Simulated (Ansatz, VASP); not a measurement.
# Ti2AlC: VASP beside Ansatz, part 2 of 2

Aim: how closely do two programs agree when they are given the same cell, functional and k mesh? The structure shown comes from an earlier Ansatz run, which isn't shown and may have moved the atoms alone.

VASP 6.6.1 and Ansatz 0.2.0.

So far: Set-up; Ansatz: elastic constants, LDA.

## 3. VASP: elastic constants, LDA

Level of this step: LDA; plane waves and PAW (Ti_sv, Al, C) (VASP).

The same cell, functional (in two slightly different forms), mesh and smearing now go to VASP, with its own data sets.

Lines of VASP's logs that name or quote its potential files are left out, and so is its time.

Input file INCAR:

```
SYSTEM = Ti2AlC
PREC = Accurate
ENCUT = 600
EDIFF = 1E-08
NELM = 120
ISMEAR = 1
SIGMA = 0.25
LREAL = .FALSE.
ALGO = Normal
GGA = PW92
NBANDS = 39
LASPH = .TRUE.
LORBIT = 11
LWAVE = .FALSE.
LCHARG = .FALSE.
ISIF = 3
IBRION = 6
NFREE = 2
POTIM = 0.015
NSW = 1
GGA_COMPAT = .FALSE.
KPAR = 2
```

Input file POSCAR:

```
Ti2AlC
1.0
    3.0144153181      0.0000000000      0.0000000000
   -1.5072076590      2.6105602431      0.0000000000
    0.0000000000      0.0000000000     13.5157802100
Ti Al C
4 2 2
Direct
    0.3333333334      0.6666666668      0.0833826190
    0.6666666668      0.3333333334      0.5833826190
    0.6666666668      0.3333333334      0.9166173810
    0.3333333334      0.6666666668      0.4166173810
    0.3333333334      0.6666666668      0.7500000000
    0.6666666668      0.3333333334      0.2500000000
    0.0000000001      0.0000000001      0.0000000000
    0.0000000001      0.0000000001      0.5000000000
```

Input file KPOINTS:

```
Automatic mesh
0
Gamma
9 9 2
0 0 0
```

Potentials, in the order of the species: Ti_sv, Al and C (LDA family, release 64).

Launch:

```bash
mpirun -np 2 vasp_std
```

Numbers of over 12 decimals in the logs are rounded to 6 here.

What it wrote:

```text
[banner, memory and clock lines left out]
running    2 mpi-ranks, on    1 nodes
 distrk:  each k-point on    1 cores,    2 groups
 distr:  one band on    1 cores,    1 groups

 POSCAR found type information on POSCAR TiAlC
 POSCAR found :  3 types and       8 ions
|                                                                             |
|               ----> ADVICE to this user running VASP <----                  |
|                                                                             |
|     You enforced a specific xc type in the INCAR file but a different       |
|     [... a line on the potential file left out ...]
|     I HOPE YOU KNOW WHAT YOU ARE DOING!                                     |
|                                                                             |

 LDA part: xc-table for (Slater(with rela. corr.)+PW92), standard interpolation
 POSCAR, INCAR and KPOINTS ok, starting setup
 FFT: planning ... GRIDC
 FFT: planning ... GRID_SOFT
 FFT: planning ... GRID
 WAVECAR not read
 entering main loop
       N       E                     dE             d eps       ncg     rms          rms(c)
DAV:   1     0.819621407812E+03    0.81962E+03   -0.33196E+04  1872   0.202E+03
DAV:   2     0.402776129352E+02   -0.77934E+03   -0.75911E+03  1879   0.591E+02
DAV:   3    -0.729160718380E+02   -0.11319E+03   -0.10978E+03  2864   0.185E+02
DAV:   4    -0.841203076988E+02   -0.11204E+02   -0.11141E+02  2752   0.563E+01
DAV:   5    -0.847737749774E+02   -0.65347E+00   -0.65302E+00  2953   0.123E+01    0.315E+01
DAV:   6    -0.688758773585E+02    0.15898E+02   -0.12299E+02  2562   0.693E+01    0.838E+00
DAV:   7    -0.689362153269E+02   -0.60338E-01   -0.13049E+01  2753   0.203E+01    0.572E+00
DAV:   8    -0.689227625353E+02    0.13453E-01   -0.82729E-01  2695   0.474E+00    0.192E+00
DAV:   9    -0.689177952888E+02    0.49672E-02   -0.33648E-01  2705   0.310E+00    0.866E-01
DAV:  10    -0.689181987739E+02   -0.40349E-03   -0.39687E-02  2740   0.139E+00    0.360E-01
DAV:  11    -0.689188592948E+02   -0.66052E-03   -0.79430E-03  2667   0.595E-01    0.468E-02
DAV:  12    -0.689189009966E+02   -0.41702E-04   -0.10279E-03  2884   0.218E-01    0.381E-02
DAV:  13    -0.689188818811E+02    0.19115E-04   -0.14275E-04  2747   0.705E-02    0.621E-03
DAV:  14    -0.689188822376E+02   -0.35643E-06   -0.86855E-06  2722   0.188E-02    0.378E-03
DAV:  15    -0.689188821900E+02    0.47568E-07   -0.15693E-06  2539   0.731E-03    0.274E-03
DAV:  16    -0.689188821484E+02    0.41624E-07   -0.22615E-07  2610   0.418E-03    0.994E-04
DAV:  17    -0.689188821472E+02    0.12251E-08   -0.58472E-08  2013   0.126E-03
   1 F= -.68918882E+02 E0= -.68921300E+02  d E =0.725347E-02
[... from here on, the cycles between the ionic steps are left out ...]
   2 F= -.68894906E+02 E0= -.68896980E+02  d E =0.622295E-02
  18 F= -.68918594E+02 E0= -.68921012E+02  d E =0.725341E-02
  19 F= -.68918594E+02 E0= -.68921012E+02  d E =0.725340E-02
  20 F= -.68917941E+02 E0= -.68920359E+02  d E =0.725391E-02
  21 F= -.68917941E+02 E0= -.68920359E+02  d E =0.725386E-02
  22 F= -.68916840E+02 E0= -.68919258E+02  d E =0.725378E-02
  23 F= -.68916840E+02 E0= -.68919258E+02  d E =0.725382E-02
  24 F= -.68917123E+02 E0= -.68919546E+02  d E =0.726748E-02
 Finite differences progress:
  Degree of freedom:  12/ 12
  Displacement:        1/  2
  Total:              23/ 24
 bond charge predicted
       N       E                     dE             d eps       ncg     rms          rms(c)
DAV:   1    -0.689187500031E+02   -0.16265E-02   -0.20822E+00  1928   0.538E+00    0.444E-01
DAV:   2    -0.689272620338E+02   -0.85120E-02   -0.94592E-02  2509   0.345E+00    0.739E-01
DAV:   3    -0.689173997823E+02    0.98623E-02   -0.33632E-02  2587   0.182E+00    0.307E-01
DAV:   4    -0.689178269177E+02   -0.42714E-03   -0.78108E-03  2688   0.101E+00    0.195E-01
DAV:   5    -0.689173521523E+02    0.47477E-03   -0.66681E-03  2642   0.816E-01    0.115E-01
DAV:   6    -0.689171652357E+02    0.18692E-03   -0.15334E-03  2498   0.337E-01    0.518E-02
DAV:   7    -0.689171276058E+02    0.37630E-04   -0.42955E-04  2792   0.172E-01    0.271E-02
DAV:   8    -0.689171234411E+02    0.41647E-05   -0.65887E-05  2889   0.802E-02    0.164E-02
DAV:   9    -0.689171235681E+02   -0.12699E-06   -0.10590E-05  2387   0.291E-02    0.586E-03
DAV:  10    -0.689171234685E+02    0.99574E-07   -0.14869E-06  2748   0.114E-02    0.159E-03
DAV:  11    -0.689171234756E+02   -0.71441E-08   -0.31795E-07  2928   0.546E-03    0.830E-04
DAV:  12    -0.689171234716E+02    0.40836E-08   -0.81863E-08  2403   0.294E-03
  25 F= -.68917123E+02 E0= -.68919546E+02  d E =0.726737E-02
 Finite differences progress:
  Degree of freedom:  12/ 12
  Displacement:        2/  2
  Total:              24/ 24
```

From OUTCAR (step 3):

```text
ion  position               nearest neighbor table
   1  0.333  0.667  0.083-   7 2.07   7 2.07   7 2.07   6 2.85   6 2.85   6 2.85   3 2.85   3 2.85
                             3 2.85
   2  0.667  0.333  0.583-   8 2.07   8 2.07   8 2.07   5 2.85   5 2.85   5 2.85   4 2.85   4 2.85
                             4 2.85
   3  0.667  0.333  0.917-   7 2.07   7 2.07   7 2.07   5 2.85   5 2.85   5 2.85   1 2.85   1 2.85
                             1 2.85
   4  0.333  0.667  0.417-   8 2.07   8 2.07   8 2.07   6 2.85   6 2.85   6 2.85   2 2.85   2 2.85
                             2 2.85
   5  0.333  0.667  0.750-   2 2.85   3 2.85   2 2.85   3 2.85   2 2.85   3 2.85
   6  0.667  0.333  0.250-   1 2.85   4 2.85   1 2.85   4 2.85   1 2.85   4 2.85
   7  0.000  0.000  0.000-   1 2.07   3 2.07   3 2.07   1 2.07   1 2.07   3 2.07
   8  0.000  0.000  0.500-   2 2.07   4 2.07   2 2.07   4 2.07   4 2.07   2 2.07

  LATTYP: Found a hexagonal cell.
 ALAT       =     3.0144153181
 C/A-ratio  =     4.4837153424

 Subroutine GETGRP returns: Found 24 space group operations
 (whereof 12 operations were pure point group operations)

The static configuration has the point symmetry D_3d.
 The point group associated with its full space group is D_6h.

 Found     24 irreducible k-points:

   k-points           NKPTS =     24   k-points in BZ     NKDIM =     24   number of bands    NBANDS=     39

   dimension x,y,z NGX =    24 NGY =   24 NGZ =  108
   dimension x,y,z NGXF=    48 NGYF=   48 NGZF=  216

   ENCUT  =  600.0 eV  44.10 Ry    6.64 a.u.   6.02  6.02 26.99*2*pi/ulx,y,z

   NELECT =      62.0000    total number of electrons

 k-points in reciprocal lattice and weights: Automatic mesh
   0.00000000  0.00000000  0.00000000       0.006
   0.11111111  0.00000000  0.00000000       0.037
   0.22222222  0.00000000  0.00000000       0.037
   0.33333333 -0.00000000  0.00000000       0.037
   0.44444444  0.00000000  0.00000000       0.037
   0.11111111  0.11111111  0.00000000       0.037
   0.22222222  0.11111111  0.00000000       0.074
   0.33333333  0.11111111  0.00000000       0.074
   0.44444444  0.11111111  0.00000000       0.037
[...]
0.33333333  0.22222222  0.50000000       0.074
   0.33333333  0.33333333  0.50000000       0.012

 average (electrostatic) potential at core
       1 -72.0219       2 -72.0087       3 -71.9949       4 -72.0081       5 -69.4521
       6 -69.4479       7 -49.6313       8 -49.6311

 E-fermi :   8.2858

 k-point     1 :       0.0000    0.0000    0.0000
  band No.  band energies     occupation
    ...
     24       5.8759      2.00000
     25       5.8795      2.00000
     26       5.8795      2.00000
     27       6.0843      2.00000
     28       6.8973      2.00000
     29       8.6827     -0.04729
     30       8.9705     -0.00075
     31       9.1762     -0.00001
     32       9.1762     -0.00001
     33       9.1969     -0.00000
    ...

 k-point     2 :       0.1111    0.0000    0.0000
  band No.  band energies     occupation
    ...
     24       5.5787      2.00000
     25       5.9151      2.00000
     26       5.9185      2.00000
     27       6.5549      2.00000
     28       6.9167      2.00000
     29       8.6382     -0.06283
     30       8.8362     -0.00791
     31       8.8467     -0.00674
     32       9.0658     -0.00009
     33       9.3318     -0.00000
    ...

 k-point     3 :       0.2222    0.0000    0.0000
  band No.  band energies     occupation
    ...
     26       5.9619      2.00000
     27       6.6894      2.00000
     28       7.1308      2.00000
     29       7.9855      2.07074
     30       8.0632      2.01941
     31       8.5493     -0.05970
     32       8.9338     -0.00152
     33       9.3611     -0.00000
     34       9.6634     -0.00000
     35       9.7364     -0.00000
    ...

   1 f  =   20.345456 THz   127.834272 2PiTHz  678.651371 cm-1    84.142008 meV
             X         Y         Z           dx          dy          dz
      0.000000  1.740373  1.126981     0.051177    0.156823    0.000000
      1.507208  0.870187  7.884871    -0.051177   -0.156823    0.000000
      1.507208  0.870187 12.388799     0.051177    0.156823   -0.000000
      0.000000  1.740373  5.630909    -0.051177   -0.156823   -0.000000
      0.000000  1.740373 10.136835     0.000000   -0.000000    0.000000
      1.507208  0.870187  3.378945     0.000000   -0.000000   -0.000000
      0.000000  0.000000  0.000000    -0.207087   -0.634579   -0.000000
      0.000000  0.000000  6.757890     0.207087    0.634579    0.000000

   2 f  =   20.345456 THz   127.834272 2PiTHz  678.651371 cm-1    84.142008 meV
             X         Y         Z           dx          dy          dz
      0.000000  1.740373  1.126981    -0.156823    0.051177   -0.000000
      1.507208  0.870187  7.884871     0.156823   -0.051177   -0.000000
      1.507208  0.870187 12.388799    -0.156823    0.051177   -0.000000
      0.000000  1.740373  5.630909     0.156823   -0.051177   -0.000000
      0.000000  1.740373 10.136835    -0.000000    0.000000   -0.000000
      1.507208  0.870187  3.378945    -0.000000    0.000000    0.000000
      0.000000  0.000000  0.000000     0.634579   -0.207087    0.000000
      0.000000  0.000000  6.757890    -0.634579    0.207087    0.000000

   3 f  =   20.345337 THz   127.833523 2PiTHz  678.647396 cm-1    84.141516 meV
             X         Y         Z           dx          dy          dz
      0.000000  1.740373  1.126981     0.051597    0.158110   -0.000000
      1.507208  0.870187  7.884871     0.051597    0.158110    0.000000
      1.507208  0.870187 12.388799     0.051597    0.158110   -0.000000
      0.000000  1.740373  5.630909     0.051597    0.158110    0.000000
      0.000000  1.740373 10.136835     0.000600    0.001839    0.000000
      1.507208  0.870187  3.378945     0.000600    0.001839   -0.000000
      0.000000  0.000000  0.000000    -0.206875   -0.633938    0.000000
      0.000000  0.000000  6.757890    -0.206875   -0.633938   -0.000000

   4 f  =   20.345337 THz   127.833523 2PiTHz  678.647396 cm-1    84.141516 meV
             X         Y         Z           dx          dy          dz
      0.000000  1.740373  1.126981    -0.158110    0.051597    0.000000
      1.507208  0.870187  7.884871    -0.158110    0.051597    0.000000
      1.507208  0.870187 12.388799    -0.158110    0.051597    0.000000
      0.000000  1.740373  5.630909    -0.158110    0.051597    0.000000
      0.000000  1.740373 10.136835    -0.001839    0.000600    0.000000
      1.507208  0.870187  3.378945    -0.001839    0.000600   -0.000000
      0.000000  0.000000  0.000000     0.633938   -0.206875   -0.000000
      0.000000  0.000000  6.757890     0.633938   -0.206875   -0.000000

   5 f  =   18.872319 THz   118.578278 2PiTHz  629.512803 cm-1    78.049605 meV
             X         Y         Z           dx          dy          dz
      0.000000  1.740373  1.126981     0.000000    0.000000    0.159211
      1.507208  0.870187  7.884871     0.000000    0.000000   -0.159211
      1.507208  0.870187 12.388799     0.000000    0.000000    0.159211
      0.000000  1.740373  5.630909     0.000000    0.000000   -0.159211
      0.000000  1.740373 10.136835     0.000000   -0.000000    0.000000
      1.507208  0.870187  3.378945     0.000000    0.000000    0.000000
      0.000000  0.000000  0.000000     0.000000   -0.000000   -0.670301
      0.000000  0.000000  6.757890    -0.000000   -0.000000    0.670301

   6 f  =   18.655911 THz   117.218549 2PiTHz  622.294223 cm-1    77.154616 meV
             X         Y         Z           dx          dy          dz
      0.000000  1.740373  1.126981     0.000000    0.000000    0.157378
      1.507208  0.870187  7.884871     0.000000   -0.000000    0.157378
      1.507208  0.870187 12.388799     0.000000    0.000000    0.157378
      0.000000  1.740373  5.630909     0.000000   -0.000000    0.157378
      0.000000  1.740373 10.136835     0.000000   -0.000000    0.028067
      1.507208  0.870187  3.378945     0.000000   -0.000000    0.028067
      0.000000  0.000000  0.000000     0.000000   -0.000000   -0.670579
      0.000000  0.000000  6.757890    -0.000000    0.000000   -0.670579

   7 f  =   12.274681 THz    77.124093 2PiTHz  409.439271 cm-1    50.763977 meV
             X         Y         Z           dx          dy          dz
      0.000000  1.740373  1.126981    -0.000000    0.000000   -0.449384
      1.507208  0.870187  7.884871     0.000000   -0.000000    0.449384
      1.507208  0.870187 12.388799    -0.000000    0.000000    0.449384
      0.000000  1.740373  5.630909    -0.000000   -0.000000   -0.449384
      0.000000  1.740373 10.136835     0.000000    0.000000   -0.310012
      1.507208  0.870187  3.378945    -0.000000    0.000000    0.310012
      0.000000  0.000000  0.000000     0.000000   -0.000000    0.000000
      0.000000  0.000000  6.757890    -0.000000   -0.000000   -0.000000

   8 f  =   11.257316 THz    70.731801 2PiTHz  375.503636 cm-1    46.556496 meV
             X         Y         Z           dx          dy          dz
      0.000000  1.740373  1.126981    -0.000000   -0.000000    0.500000
      1.507208  0.870187  7.884871    -0.000000   -0.000000    0.500000
      1.507208  0.870187 12.388799    -0.000000   -0.000000   -0.500000
      0.000000  1.740373  5.630909     0.000000   -0.000000   -0.500000
      0.000000  1.740373 10.136835     0.000000    0.000000   -0.000000
      1.507208  0.870187  3.378945    -0.000000    0.000000    0.000000
      0.000000  0.000000  0.000000    -0.000000    0.000000    0.000000
      0.000000  0.000000  6.757890     0.000000   -0.000000   -0.000000

   9 f  =    9.618700 THz    60.436074 2PiTHz  320.845293 cm-1    39.779729 meV
             X         Y         Z           dx          dy          dz
      0.000000  1.740373  1.126981     0.000000   -0.000000   -0.218163
      1.507208  0.870187  7.884871    -0.000000    0.000000   -0.218163
      1.507208  0.870187 12.388799     0.000000   -0.000000   -0.218163
      0.000000  1.740373  5.630909    -0.000000    0.000000   -0.218163
      0.000000  1.740373 10.136835     0.000000   -0.000000    0.631696
      1.507208  0.870187  3.378945     0.000000    0.000000    0.631696
      0.000000  0.000000  0.000000     0.000000   -0.000000   -0.075961
      0.000000  0.000000  6.757890     0.000000   -0.000000   -0.075961

  10 f  =    8.462460 THz    53.171202 2PiTHz  282.277269 cm-1    34.997905 meV
             X         Y         Z           dx          dy          dz
      0.000000  1.740373  1.126981     0.151343    0.463747    0.000000
      1.507208  0.870187  7.884871    -0.151343   -0.463747   -0.000000
      1.507208  0.870187 12.388799    -0.151343   -0.463747   -0.000000
      0.000000  1.740373  5.630909     0.151343    0.463747    0.000000
      0.000000  1.740373 10.136835     0.048131    0.147484   -0.000000
      1.507208  0.870187  3.378945    -0.048131   -0.147484    0.000000
      0.000000  0.000000  0.000000    -0.000000    0.000000    0.000000
      0.000000  0.000000  6.757890    -0.000000    0.000000   -0.000000

  11 f  =    8.462460 THz    53.171202 2PiTHz  282.277269 cm-1    34.997905 meV
             X         Y         Z           dx          dy          dz
      0.000000  1.740373  1.126981     0.463747   -0.151343    0.000000
      1.507208  0.870187  7.884871    -0.463747    0.151343   -0.000000
      1.507208  0.870187 12.388799    -0.463747    0.151343   -0.000000
      0.000000  1.740373  5.630909     0.463747   -0.151343    0.000000
    [... 145 further lines ...]
      0.000000  0.000000  0.000000     0.076475    0.196767    0.000000
      0.000000  0.000000  6.757890     0.076475    0.196767    0.000000

 ELASTIC MODULI CONTR FROM IONIC RELAXATION (kBar)
 Direction    XX          YY          ZZ          XY          YZ          ZX
 --------------------------------------------------------------------------------
 XX        -230.5706    -66.1082   -308.3280     -0.0000     -0.0000      0.0000
 YY         -66.1082   -230.5706   -308.3280     -0.0000      0.0000      0.0000
 ZZ        -308.3280   -308.3280   -640.8694     -0.0000      0.0000      0.0000
 XY          -0.0000     -0.0000     -0.0000    -82.2312     -0.0000      0.0000
 YZ          -0.0000      0.0000      0.0000     -0.0000   -431.7548     -0.0000
 ZX           0.0000      0.0000      0.0000     -0.0000     -0.0000   -431.7548
 --------------------------------------------------------------------------------

 TOTAL ELASTIC MODULI (kBar)
 Direction    XX          YY          ZZ          XY          YZ          ZX
 --------------------------------------------------------------------------------
 XX        3339.9831    660.9243    678.7592      0.0000     -0.0000      0.0000
 YY         660.9243   3339.9831    678.7592      0.0000      0.0000      0.0000
 ZZ         678.7592    678.7592   2946.2465      0.0000      0.0000      0.0000
 XY           0.0000      0.0000      0.0000   1339.5294     -0.0000      0.0000
 YZ          -0.0000      0.0000      0.0000     -0.0000   1198.7134      0.0000
 ZX           0.0000      0.0000      0.0000     -0.0000      0.0000   1198.7134
 --------------------------------------------------------------------------------

 total charge
# of ion       s       p       d       tot
------------------------------------------
    1        2.214   6.230   2.019  10.462
    2        2.214   6.230   2.019  10.462
    3        2.214   6.230   2.019  10.462
    4        2.214   6.230   2.019  10.462
    5        0.447   0.376   0.000   0.823
    6        0.447   0.376   0.000   0.823
    7        0.894   1.581   0.000   2.475
    8        0.894   1.581   0.000   2.475
--------------------------------------------------
tot         11.536  28.834   8.074  48.445

[... 2 further parts left out ...]
```

CONTCAR:

```
Ti2AlC
   1.00000000000000
     3.0144153181000002    0.0000000000000000    0.0000000000000000
    -1.5072076590000001    2.6105602431000001    0.0000000000000000
     0.0000000000000000    0.0000000000000000   13.5157802100000008
  Ti              Al              C
     4     2     2
Direct
     0.3333333333999988    0.6666666667999976    0.0833826189999982
     0.6666666667999976    0.3333333333999988    0.5833826189999982
     0.6666666667999976    0.3333333333999988    0.9166173810000018
     0.3333333333999988    0.6666666667999976    0.4166173810000018
     0.3333333333999988    0.6666666667999976    0.7500000000000000
     0.6666666667999976    0.3333333333999988    0.2500000000000000
     0.0000000001000018    0.0000000001000018   -0.0011098138447754
     0.0000000001000018    0.0000000001000018    0.5000000000000000
```

The last energy, forces, stress and levels in OUTCAR belong to the last displaced cell, not to the cell of POSCAR. The k-mesh is coarse for a metal.

Levels, forces or a CONTCAR printed for this step are those of its last displaced cell, not of the structure at rest.

## 4. Differences

Known differences besides the potentials themselves: the cutoff is 420 eV in Ansatz and 600 eV in VASP; VASP's log shows a relativistic correction to its local exchange, Ansatz's none; VASP takes each elastic constant from one size of strain, Ansatz from those that its log lists. Total energies have different zeros and are not compared.

Compared:

```csv
quantity,Ansatz,VASP,difference
C11 (GPa),335.2,334.0,+0.35 %
C22 (GPa),335.2,334.0,+0.35 %
C33 (GPa),296.3,294.6,+0.57 %
C12 (GPa),66.3,66.1,+0.34 %
C13 (GPa),67.8,67.9,-0.06 %
C23 (GPa),67.8,67.9,-0.06 %
C44 (GPa),120.0,119.9,+0.11 %
C55 (GPa),120.0,119.9,+0.11 %
C66 (GPa),134.4,133.9,+0.35 %
```

## 5. Summary of results

| Quantity | Value |
| --- | --- |
| difference in C33 (elastic constants, LDA) | 0.57 % |

The difference in C33 is 0.57 % (elastic constants, LDA), within the 5 % picked in this series as the mark of a large difference. How closely two codes agree says nothing of how well the functional describes the real material.

[Lines on the potential files, build, host, timing and source positions are cut from VASP's logs without a mark.]

[Logs are printed without paths, hosts, clocks, repeated set-up lines and the standing remarks that a program may print on its own settings, such as how far it seeks lower states.]

[Hosts, paths, dates, database ids (printed as entryN), source tags and the programs' standing remarks are cut or masked in the printed files.]
